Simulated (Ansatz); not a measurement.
# Te2Mo in Ansatz: relaxation of cell and atoms with RPBE+D3(BJ)

Aim: the relaxation of cell and atoms of Te2Mo with RPBE+D3(BJ).

All numbers are computed with Ansatz 0.2.0; they aren't measurements. Logs are shortened: lines on timing, memory, paths and dates and some standing lists are left out, and cuts for length are marked.

**1. The structure**

The cell holds a slab with vacuum, 9 atoms: a = 3.562 Å, b = 3.562 Å, c = 31.563 Å, α = 90.00°, β = 90.00°, γ = 120.00°.

**2. Relaxation of cell and atoms, RPBE+D3(BJ)**

input.yaml reads:

```yaml
crystal:
  lattice:
    - [3.5624185427, 0.0, 0.0]
    - [-1.7812092714, 3.0851449569, 0.0]
    - [0.0, 0.0, 31.56326574]
  atoms:
    - { symbol: Te, position: [0.0, 0.0, 0.05676208] }
    - { symbol: Te, position: [0.3333333333, 0.6666666667, 0.28898622] }
    - { symbol: Te, position: [0.3333333333, 0.6666666667, 0.82440425] }
    - { symbol: Te, position: [0.3333333333, 0.6666666667, 0.17559575] }
    - { symbol: Te, position: [0.3333333333, 0.6666666667, 0.71101378] }
    - { symbol: Te, position: [0.0, 0.0, 0.94323792] }
    - { symbol: Mo, position: [0.3333333333, 0.6666666667, 0.0] }
    - { symbol: Mo, position: [0.0, 0.0, 0.23230601] }
    - { symbol: Mo, position: [0.0, 0.0, 0.76769399] }
hamiltonian:
  xc: rpbe
  pseudopotentials: { kind: paw }
  dispersion: d3bj
kpoints:
  mp_grid: { grid: [7, 7, 1] }
scf:
  occupations: { method: fermi_dirac, width: 0.05 }
output:
  forces: true
  stress: true
  eigenvalues: true
  write_density: true
  write_potential: true
  elf: true
  volumetric_format: npy
relax:
  f_tol: 0.01
  max_steps: 40
  cell: { stress_tol: 0.05 }
```

Potentials or basis: Ansatz PAW.

Launch:

```
$ ansatz run input.yaml --threads 4 --pin off --max-ram 11264MiB --backend cpu --events-out ev --progress --plain --runs-dir out
```

Log:

```text
Warning: RAYON_NUM_THREADS=4 ignored (pool sized by the plan → 4); use --threads N
Engine: ansatz 0.2.0, aarch64-unknown-linux-gnu
Pseudopotentials: kind: paw
Pseudopotential: Te, paw, valence charge 16, recommended cutoff 420 eV (normal), Te.paw.azcp
Pseudopotential: Mo, paw, valence charge 14, recommended cutoff 420 eV (normal), Mo.paw.azcp
Functional definition: RPBE
  parameter kappa = 0.804
  parameter beta = 0.06672455060314922
  exchange = rpbe_x(kappa = kappa, mu = beta*pi^2/3)
  correlation = pbe_c(beta = beta)
Crystal: 9 atoms, lattice volume = 346.899 Å³
Basis set: ecut = 420 eV, 6699 PW (Γ), exchange–correlation on 48×48×432 points (8 copies of the dense FFT grid, shifted against one another)
Bands: 83, of which v1, the nominal top of the filled ones, is band 69 counted from 1 (68 counted from 0)
Symmetry: 12 space group operations
Space group: P-6m2 (ITA 187), of the structure as read, at distance tolerance 7.0e-5 Å
k-points: 8 of 49 (time reversal used)
Non-local potential: Te, projectors of the file, l = 0: 2, l = 1: 2, l = 2: 2, l = 3: 2
Non-local potential: Mo, projectors of the file, l = 0: 3, l = 1: 2, l = 2: 2, l = 3: 1
PAW form: soft (Blöchl's): semilocal exchange-correlation on the pseudo side does not see the compensation charge
PAW frozen core: Te, regenerated for the run's functional, and the local potential with it (the file was generated under x = pbe(κ = 0.804, μ = 0.2195149727645171), c = pbe(β = 0.06672455060314922))
PAW frozen core: Mo, regenerated for the run's functional, and the local potential with it (the file was generated under x = pbe(κ = 0.804, μ = 0.2195149727645171), c = pbe(β = 0.06672455060314922))
PAW one-centre angular grid: Te, 590 points (default); XC on 64 Gauss nodes
PAW one-centre angular grid: Mo, 590 points (default); XC on 64 Gauss nodes
Initial density: superposition of atomic densities (neutral atoms: chi_scale 0, normalization atom), corrected by the library's trained network
Initial wavefunctions: pseudopotential atomic-orbital guess
Functional: x = rpbe, c = pbe(β = 0.06672455060314922)
SCF iter   1: F=—  HF=-56846.609077 eV  |F-HF|=—  |Δ(HF+E_count)|=         —  Δρ=4.17e-3  dr2=1.23e-1  ethr=1.77e-3  ⟨swp⟩=8.8  Hψ=2725  notcnv=0  defer=1
preconditioner: auto → Resta (q_TF=auto, 2.340 Å⁻¹)  ε∞=5.3  [insulator: Δε(μ)=1.123 eV  Ē_g=7.045 eV  σ=0.050 eV  W_gap=1.00  n_scr=88 (ndim 8)  ℏωp=14.7 eV  f_vac=0.327  D(μ)=0.00/eV (n_scr^D=0)  ε∞_Penn≈5.3  vacuum switching on, ρ_ref=3.6e-3 e/Å³]
SCF iter   2: F=—  HF=-56846.615141 eV  |F-HF|=—  |Δ(HF+E_count)|=   6.06e-3  Δρ=2.44e-3  dr2=2.85e-2  ethr=8.88e-5  ⟨swp⟩=2.8  Hψ=1056  notcnv=0  defer=25
SCF iter   3: F=—  HF=-56846.616895 eV  |F-HF|=—  |Δ(HF+E_count)|=   1.75e-3  Δρ=1.51e-3  dr2=4.67e-3  ethr=2.06e-5  ⟨swp⟩=2.0  Hψ=730  notcnv=0  defer=25
SCF iter   4: F=—  HF=-56846.620422 eV  |F-HF|=—  |Δ(HF+E_count)|=   3.53e-3  Δρ=6.47e-4  dr2=3.48e-3  ethr=3.38e-6  ⟨swp⟩=2.1  Hψ=835  notcnv=0  defer=25
SCF iter   5: F=—  HF=-56846.620575 eV  |F-HF|=—  |Δ(HF+E_count)|=   1.52e-4  Δρ=1.25e-4  dr2=1.03e-4  ethr=2.52e-6  ⟨swp⟩=2.0  Hψ=730  notcnv=0  defer=25
[... 521 lines left out ...]
basis re-selected at this cell: Δ(F+E_penalty+E_count) = +1.422e-2 eV, ΔP = -0.014 GPa vs the last step (what re-selecting the basis moved, of the pressure what is left beyond the Pulay correction that the steps carried, after the strain that the cell walked since its last selection, with what the two solves' SCF thresholds leave and, on support functions, any second-order correction that the steps lacked; it is no measure of the basis error at this ecutwfc). The dense FFT grid was sized anew with the basis: this SCF ran on 24×24×135 points, the steps before it on 24×24×216, so part of this shift can come from that change (see relax.cell in the input reference). This SCF's stress stands 9.37e-3 GPa from its target on what of the cell is left free (relax.cell.stress_tol is 5.00e-2 GPa) and its largest allowed force component is 2.86e-3 eV/Å (relax.f_tol is 1.00e-2 eV/Å): within both
SCF converged after 7 iterations
Free energy (F): -56852.259711 eV
Harris-Foulkes:  -56852.259711 eV  (|F-HF|=1.46e-11)
Internal energy: -56852.232115 eV  (E = F + TS)
E sigma→0 (E₀):  -56852.245913 eV
Entropy (-TS):   -0.027596 eV (-3.066 meV/atom)
Fermi energy:    18.844665 eV
--- Per-component energies (eV) ---
  E_band       = -965.461471
  E_kinetic    = 2465.478254
  E_local      = -8753.189813  (includes V_loc(G=0)·N_el)
  E_nonlocal   = -1433.828732
  E_hartree    = 5405.727381
  E_xc         = -1321.599393
  E_vxc        = -1344.427163  (∫ρ·V_xc dr)
  E_paw        = -37656.417465  (= ΣΔE_a)
  E_vpaw       = -2710.947818  (= ΣTr[D̂ρ^β])
  E_aug_tail   = -0.000770  (compensation charges beyond the density's cutoff)
  E_ewald      = -15523.044480
  E_disp       = -34.849943  (pairwise vdW)
  E_core_change = -0.507154  (= ΣΔE_core)
  E_smearing   = -0.027596  (= −TS)
  E_closure    = 0.000000  (closes the sum)
  Σ components = -56852.259711   (vs F -56852.259711, Δ=0.00e0)
--- Forces (eV/Å), atoms counted from 1 ---
  atom   1  Te     0.00000000    -0.00000000     0.00015188
  atom   2  Te    -0.00000000     0.00000000     0.00286160
  atom   3  Te    -0.00000000     0.00000000    -0.00138536
  atom   4  Te    -0.00000000     0.00000000     0.00138536
  atom   5  Te    -0.00000000     0.00000000    -0.00286160
  atom   6  Te     0.00000000    -0.00000000    -0.00015188
  atom   7  Mo     0.00000000     0.00000000     0.00000000
  atom   8  Mo     0.00000000    -0.00000000    -0.00107788
  atom   9  Mo     0.00000000    -0.00000000     0.00107788
  max |Σ_I F_I| component: 3.93e-17 eV/Å
--- Stress (GPa, compression-positive) ---
        0.002107      -0.000000       0.000000
       -0.000000       0.002107       0.000000
        0.000000       0.000000      -0.009369
  P = ⅓ Tr σ = -0.0017 GPa (-0.017 kbar)
--- Band table (eV; the first three rows and the last of 8) ---
  k-point 0: bands = ["-42.1412", "-42.1370", "-42.1370", "-18.9448", "-18.9448", "-18.9376", "-18.9376", "-18.8940", "-18.8940", "-18.8938", "-18.8938", "-18.8724", "-18.8690", "-18.8592", "-18.8592", "-18.8505", "-18.8505", "-18.8245", "-18.8244", "-18.7994", "-18.7994", "-18.7986", "-18.7986", "-18.7876", "-18.7876", "-18.7873", "-18.7873", "-18.6969", "-18.6834", "-18.6812", "-18.6812", "-18.6782", "-18.6782", "-16.5671", "-16.5671", "-16.5468", "-16.0444", "-16.0444", "-16.0229", "-16.0229", "-16.0229", "-16.0229", "2.6489", "2.9039", "3.8172", "4.2853", "4.7235", "5.2742", "10.5259", "11.6439", "12.2500", "14.1566", "14.6067", "15.8388", "16.8653", "16.9094", "16.9094", "16.9632", "16.9632", "16.9636", "16.9636", "17.9329", "17.9329", "17.9848", "17.9848", "18.0225", "18.0225", "18.5482", "18.7803", "22.2682", "22.2682", "22.2871", "22.2871", "22.8867", "22.8867", "23.0502", "23.0502", "23.3973", "23.3973", "23.4115", "23.4115", "24.7281", "26.4503"]
  k-point 1: bands = ["-42.1327", "-42.1285", "-42.1285", "-18.9454", "-18.9427", "-18.9299", "-18.9228", "-18.8968", "-18.8967", "-18.8799", "-18.8792", "-18.8697", "-18.8675", "-18.8635", "-18.8625", "-18.8587", "-18.8532", "-18.8173", "-18.8171", "-18.8049", "-18.8045", "-18.8002", "-18.7992", "-18.7913", "-18.7909", "-18.7735", "-18.7732", "-18.6919", "-18.6884", "-18.6880", "-18.6836", "-18.6805", "-18.6755", "-16.5357", "-16.5356", "-16.5160", "-16.1268", "-16.1051", "-16.1051", "-16.0617", "-16.0401", "-16.0401", "3.0690", "3.3008", "4.2202", "4.6710", "5.0853", "5.5759", "10.9753", "11.9687", "12.5699", "14.2516", "14.7494", "15.9682", "16.1524", "16.1672", "16.3191", "16.3831", "17.1634", "17.2505", "17.2588", "17.3101", "17.3575", "17.4622", "17.5307", "17.5922", "17.8451", "18.1625", "18.5522", "20.6063", "21.0218", "21.0982", "21.3225", "21.5708", "21.6456", "21.6569", "21.7859", "22.3569", "22.8042", "23.0862", "23.3654", "24.6827", "25.6347"]
  k-point 2: bands = ["-42.1134", "-42.1093", "-42.1093", "-18.9591", "-18.9485", "-18.9055", "-18.9049", "-18.8984", "-18.8937", "-18.8899", "-18.8812", "-18.8708", "-18.8606", "-18.8600", "-18.8505", "-18.8453", "-18.8452", "-18.8198", "-18.8196", "-18.8028", "-18.8024", "-18.8017", "-18.8010", "-18.7897", "-18.7895", "-18.7408", "-18.7404", "-18.7109", "-18.7074", "-18.6884", "-18.6854", "-18.6703", "-18.6569", "-16.4661", "-16.4661", "-16.4477", "-16.3076", "-16.2854", "-16.2854", "-16.1005", "-16.0787", "-16.0786", "4.2877", "4.4491", "5.3551", "5.7709", "6.1113", "6.4185", "12.0098", "12.4498", "13.0419", "13.5553", "13.6163", "14.1321", "14.1632", "14.9257", "15.0163", "15.7027", "15.9993", "16.2458", "16.4856", "16.6348", "16.7889", "16.9136", "16.9399", "17.0304", "17.9645", "18.2452", "18.3359", "19.2601", "19.8807", "19.8923", "20.3173", "20.7243", "21.1177", "21.1319", "21.2076", "22.1363", "22.4205", "22.6672", "23.3993", "23.7948", "23.9546"]
  k-point 7: bands = ["-42.0918", "-42.0877", "-42.0877", "-18.9528", "-18.9145", "-18.9081", "-18.8982", "-18.8896", "-18.8866", "-18.8851", "-18.8839", "-18.8783", "-18.8731", "-18.8589", "-18.8532", "-18.8443", "-18.8412", "-18.8265", "-18.8211", "-18.8092", "-18.8015", "-18.7775", "-18.7773", "-18.7667", "-18.7664", "-18.7382", "-18.7374", "-18.7166", "-18.7131", "-18.7042", "-18.7011", "-18.6546", "-18.6410", "-16.3893", "-16.3892", "-16.3876", "-16.3721", "-16.3653", "-16.3652", "-16.2638", "-16.2414", "-16.2414", "6.9457", "6.9779", "7.4931", "7.7095", "7.8299", "7.9074", "11.7700", "11.8198", "11.8679", "12.0709", "12.2351", "12.5168", "13.0014", "13.1141", "13.6371", "13.7563", "13.9238", "14.0684", "14.4697", "15.4139", "15.6146", "15.8071", "15.9822", "16.5449", "17.3696", "17.6852", "17.9626", "18.8354", "19.2753", "19.4628", "20.2450", "20.3182", "20.3992", "21.0445", "21.4732", "21.5357", "22.6725", "22.9792", "23.4879", "23.6512", "23.7720"]
--- Relaxed structure (33 steps of the walk, 31 accepted, 1 SCFs on fresh bases) ---
  F+E_penalty+E_count = -56852.25971145 eV   max|allowed force component| = 2.862e-3 eV/Å   (the final SCF, on the basis selected at the relaxed cell)
  cell:  # Å, volume = 168.8896 Å³
    - [3.1366956625356632, 2.5417680554459513e-11, 0.0]
    - [-1.568347831289844, 2.7164581276836364, 0.0]
    - [0.0, 0.0, 19.82108902586179]
  atoms:
    - { symbol: Te, position: [0.0, -2.1701890401338497e-17, 0.09565847453701903] }
    - { symbol: Te, position: [0.3333333333333333, 0.6666666666666666, 0.4138545593472696] }
    - { symbol: Te, position: [0.3333333333333333, 0.6666666666666666, 0.7773700200539018] }
    - { symbol: Te, position: [0.3333333333333333, 0.6666666666666666, 0.2226299799460978] }
    - { symbol: Te, position: [0.3333333333333333, 0.6666666666666666, 0.5861454406527301] }
    - { symbol: Te, position: [1.5407439555097887e-33, -2.1701890401338497e-17, 0.9043415254629809] }
    - { symbol: Mo, position: [0.3333333333333333, 0.6666666666666666, -3.297612148755062e-19] }
    - { symbol: Mo, position: [0.0, -2.1701890401338497e-17, 0.3182485639615187] }
    - { symbol: Mo, position: [0.0, -2.1701890401338497e-17, 0.681751436038481] }
```

It took 5.5 min on 4 threads of Arm Neoverse V1, shared host; peak memory 0.97 GiB.

Results:

```
Free energy                            : -56852.2597 eV
Relaxed volume                         : 18.77 Å³/atom
Relaxed cell                           : a = 3.137 Å, b = 3.137 Å, c = 19.821 Å, α = 90.00°, β = 90.00°, γ = 120.00°
Space group after relaxing (to 0.05 Å) : P-6m2 (No. 187)
Energy gained by relaxing              : 626.5 meV/atom
Ionic steps                            : 32
Band gap on the k mesh                 : none (metal or under the smearing width)
```

Forces on the atoms (eV/Å):
```
Te   0.000  0.000  0.000
Te   0.000  0.000  0.003
Te   0.000  0.000 -0.001
Te   0.000  0.000  0.001
Te   0.000  0.000 -0.003
Te   0.000  0.000  0.000
Mo   0.000  0.000  0.000
Mo   0.000  0.000 -0.001
Mo   0.000  0.000  0.001
```

The path:
```
step  energy change (eV)  largest force (eV/Å)  volume (Å³)
   1              0.0000                1.2095       346.90
   2             -2.1074                1.5604       307.54
   3             -3.7306                0.5501       277.94
   4             -4.5082                0.9702       254.99
   5             -5.0973                0.2831       242.54
   6             -5.1299                0.2356       239.46
   7             -5.1321                0.0116       239.36
   8             -5.1324                0.0033       238.83
   9             -5.1336                0.0480       236.21
  10             -5.1365                0.0673       231.39
  11             -5.1402                0.0595       226.64
  12             -5.1444                0.0619       221.99
  13             -5.1490                0.0903       217.42
  14             -5.1557                0.0582       213.76
  15             -5.1622                0.0626       208.94
  16             -5.1678                0.0135       207.85
  17             -5.1726                0.0246       205.90
  18             -5.1808                0.0454       203.04
  19             -5.1940                0.0777       199.29
  20             -5.2107                0.1004       195.70
  21             -5.2319                0.1303       192.13
  22             -5.2582                0.1562       188.76
  23             -5.2907                0.1208       185.67
  24             -5.3300                0.2400       182.17
  25             -5.3808                0.1247       179.57
  26             -5.4468                0.1927       176.60
  27             -5.5109                0.4367       172.73
  28             -5.5876                0.3076       172.08
  29             -5.6432                0.1078       168.31
  30             -5.6529                0.0188       168.83
  31             -5.6530                0.0019       168.89
  32             -5.6388                0.0029       168.89
```

Final structure:
```yaml
crystal:
  lattice:
    - [3.13670, 0.00000, 0.00000]
    - [-1.56835, 2.71646, 0.00000]
    - [0.00000, 0.00000, 19.82109]
  atoms:
    - { symbol: Te, position: [0.00000, 0.00000, 0.09566] }
    - { symbol: Te, position: [0.33333, 0.66667, 0.41385] }
    - { symbol: Te, position: [0.33333, 0.66667, 0.77737] }
    - { symbol: Te, position: [0.33333, 0.66667, 0.22263] }
    - { symbol: Te, position: [0.33333, 0.66667, 0.58615] }
    - { symbol: Te, position: [0.00000, 0.00000, 0.90434] }
    - { symbol: Mo, position: [0.33333, 0.66667, 0.00000] }
    - { symbol: Mo, position: [0.00000, 0.00000, 0.31825] }
    - { symbol: Mo, position: [0.00000, 0.00000, 0.68175] }
```

Caveat: the volume moved by over 15 % at a fixed basis, so the end points are rough; the plane-wave basis is chosen anew once the cell has moved, so the energies of steps on either side of that aren't comparable; the PAW data sets come from PBE, with cores solved anew for the run's functional, which leaves a small shift of forces and pressure.
